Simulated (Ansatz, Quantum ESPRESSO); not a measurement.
## AlN (Fm-3m): the LO frequency by hand

Wanted: the LO mode of AlN (Fm-3m) from the TO mode and the field response.

Calculated with Quantum ESPRESSO 7.5; DFT LDA, scalar-relativistic, plane waves, PseudoDojo norm-conserving pseudopotentials.

## 1. Set-up

The structure is cubic, space group Fm-3m (No. 225). Conventional cell: a = 4.004 Å, b = 4.004 Å, c = 4.004 Å, α = 90.00°, β = 90.00°, γ = 90.00°. Nearest to Al lie 6 N at 2.00 Å. Nearest to N lie 6 Al at 2.00 Å. Farther neighbours and most contacts between anions are not listed.

Coordinates:

```cif
data_structure
_symmetry_space_group_name_H-M 'P 1'
_symmetry_Int_Tables_number 1
_cell_length_a 2.8309
_cell_length_b 2.8309
_cell_length_c 2.8309
_cell_angle_alpha 60.000
_cell_angle_beta 60.000
_cell_angle_gamma 60.000
_cell_volume 16.04
loop_
_atom_site_label
_atom_site_type_symbol
_atom_site_fract_x
_atom_site_fract_y
_atom_site_fract_z
_atom_site_occupancy
Al1 Al 0.50000 0.50000 0.50000 1
N2 N 0.00000 0.00000 0.00000 1
```

This is the cell after its relaxation at this level of theory, not the database cell from which that began.

## 2. What the response run gave

A linear-response run on the relaxed cell, with the response to an electric field; only its zone-centre results are used. Cutoff 84 Ry, k mesh 8×8×8.

The log of the run:

```text
[banners, grids, parts of the stress and lines that vanish by symmetry left out]
Program PHONON v.7.5
     Reading xml data from directory:

[...]
Exchange-correlation= PW
                           (   1   4   0   0   0   0   0)
[...]
kinetic-energy cut-off    =      84.0000  Ry
     charge density cut-off    =     336.0000  Ry
     convergence threshold     =      1.0E-18
[...]
Exchange-correlation= PW
                           (   1   4   0   0   0   0   0)
[...]
q = (   0.0000000   0.0000000   0.0000000 )
     49 Sym.Ops. (with q -> -q+G )
     G cutoff =  487.1465  (  11191 G-vectors)     FFT grid: ( 32, 32, 32)
     number of k points=    29
[...]
Mode symmetry, O_h (m-3m)  point group:
[...]
Dielectric constant
[...]
End of electric fields calculation
          Dielectric constant in cartesian axis
          (       4.985966811      -0.000000000      -0.000000000 )
          (       0.000000000       4.985966811       0.000000000 )
          (      -0.000000000       0.000000000       4.985966811 )
          Effective charges (d Force / dE) in cartesian axis without acoustic sum rule applied (asr)
           atom    1  Al    Mean Z*:        2.92602
      Ex  (        2.92602       -0.00000       -0.00000 )
      Ey  (       -0.00000        2.92602        0.00000 )
      Ez  (       -0.00000        0.00000        2.92602 )
           atom    2  N     Mean Z*:       -2.93604
      Ex  (       -2.93604       -0.00000       -0.00000 )
      Ey  (       -0.00000       -2.93604        0.00000 )
      Ez  (       -0.00000        0.00000       -2.93604 )
          Effective charges Sum: Mean:       -0.01002
[...]
Effective charges (d Force / dE) in cartesian axis with asr applied:
           atom    1  Al    Mean Z*:        2.93103
[...]
atom    2  N     Mean Z*:       -2.93103
[...]
Representation #   1 modes #   1   2   3
[...]
End of self-consistent calculation
     Convergence has been achieved
     Representation #   2 modes #   4   5   6
[...]
End of self-consistent calculation
     Convergence has been achieved
[...]
Dielectric constant in cartesian axis
          (       4.985966811      -0.000000000      -0.000000000 )
          (       0.000000000       4.985966811       0.000000000 )
          (      -0.000000000       0.000000000       4.985966811 )
          Effective charges (d Force / dE) in cartesian axis without acoustic sum rule applied (asr)
           atom    1  Al    Mean Z*:        2.92602
      Ex  (        2.92602       -0.00000       -0.00000 )
      Ey  (       -0.00000        2.92602        0.00000 )
      Ez  (       -0.00000        0.00000        2.92602 )
           atom    2  N     Mean Z*:       -2.93604
      Ex  (       -2.93604       -0.00000       -0.00000 )
      Ey  (       -0.00000       -2.93604        0.00000 )
      Ez  (       -0.00000        0.00000       -2.93604 )
          Effective charges Sum: Mean:       -0.01002
[...]
Effective charges (d Force / dE) in cartesian axis with asr applied:
           atom    1  Al    Mean Z*:        2.93103
[...]
atom    2  N     Mean Z*:       -2.93103
[...]
q = (    0.000000000   0.000000000   0.000000000 )
[...]
freq (    1) =      -0.040697 [THz] =      -1.357503 [cm-1]
     freq (    2) =      -0.040697 [THz] =      -1.357503 [cm-1]
     freq (    3) =      -0.040697 [THz] =      -1.357503 [cm-1]
     freq (    4) =      14.497929 [THz] =     483.598874 [cm-1]
     freq (    5) =      14.497929 [THz] =     483.598874 [cm-1]
     freq (    6) =      14.497929 [THz] =     483.598874 [cm-1]
[...]
Mode symmetry, O_h (m-3m)  point group:
     freq (   1-   3) =         -1.4  [cm-1]   --> T_1u G_15  G_4- I
     freq (   4-   6) =        483.6  [cm-1]   --> T_1u G_15  G_4- I

   JOB DONE.
```

```tsv
quantity	value
cell volume Ω (Å³)	16.042
mass of Al (u)	26.982
mass of N (u)	14.007
Born charge of Al, raw (e)	2.926
Born charge of N, raw (e)	-2.936
ε∞	4.986
ω(TO) after the sum rule (cm⁻¹)	483.6
```

## 3. The calculation

The charges must sum to zero over the cell; taking off their mean, -0.005 e, leaves Z* = 2.931 e on Al. In the polar mode Al moves against N, so the reduced mass is μ = 26.98 × 14.01 / 40.99 = 9.220 u.

A longitudinal wave builds up a field that adds to the restoring force: ω(LO)² = ω(TO)² + 4π Z*² / (μ Ω ε∞), in Hartree atomic units. With μ = 16808 electron masses and Ω = 108.26 bohr³ the second term is 1.1899e-05 Ha², or 573177 cm⁻² (1 Ha = 219474.6 cm⁻¹).

So ω(LO) = √(233869 + 573177) = 898.4 cm⁻¹, and by the Lyddane-Sachs-Teller relation ε₀ = ε∞ (ω(LO)/ω(TO))² = 17.21.

## 4. Check against the program

The analysis program adds the same non-analytic term to the full matrix, here for q along (1 0 0).

The log of the run:

```text
[banner, memory and clock lines left out]
Program DYNMAT v.7.5

     Reading Dynamical Matrix from file g.dyn
     ...Force constants read
     ...epsilon and Z* read

     Polarizability (A^3 units)
     multiply by 0.429432 for Clausius-Mossotti correction
         5.088470    0.000000   -0.000000
        -0.000000    5.088470    0.000000
        -0.000000    0.000000    5.088470

     IR activities are in (D/A)^2/amu units

# mode   [cm-1]    [THz]      IR
    1      0.00    0.0000    0.0000
    2      0.00    0.0000    0.0000
    3      0.00    0.0000    0.0000
    4    483.60   14.4980   21.4961
    5    483.60   14.4980   21.4961
    6    898.37   26.9324   21.4961
```

ε₀ comes from the program's run without a direction of q.

```tsv
quantity	by hand	program
ω(LO) (cm⁻¹)	898.4	898.4
ε₀	17.21	17.21
```

## 5. Outcome

| Property | Result |
| --- | --- |
| TO mode | 483.6 cm⁻¹ |
| LO mode | 898.4 cm⁻¹ |
| static dielectric constant | 17.21 |

**Reading.** The LO mode of AlN (Fm-3m) lies at 898 cm⁻¹, 415 cm⁻¹ above the TO mode; the formula meets the program within 0.1 cm⁻¹, as it must for a cubic crystal with one polar mode. ω(LO)² − ω(TO)² goes with Z*²/ε∞: an error of 5 % in ε∞ would move the LO mode by 15.3 cm⁻¹, and semilocal functionals tend to overestimate ε∞. These are harmonic values at zero temperature, at the volume of this functional, for the structure held cubic; stability elsewhere in the zone is no part of this calculation.

[Host names and launcher messages were left out of these logs when they were recorded.]

[Logs are printed without paths, hosts, clocks, repeated set-up lines and the standing remarks that a program may print on its own settings, such as how far it seeks lower states.]

[Hosts, paths, dates, database ids (printed as entryN), source tags and the programs' standing remarks are cut or masked in the printed files.]
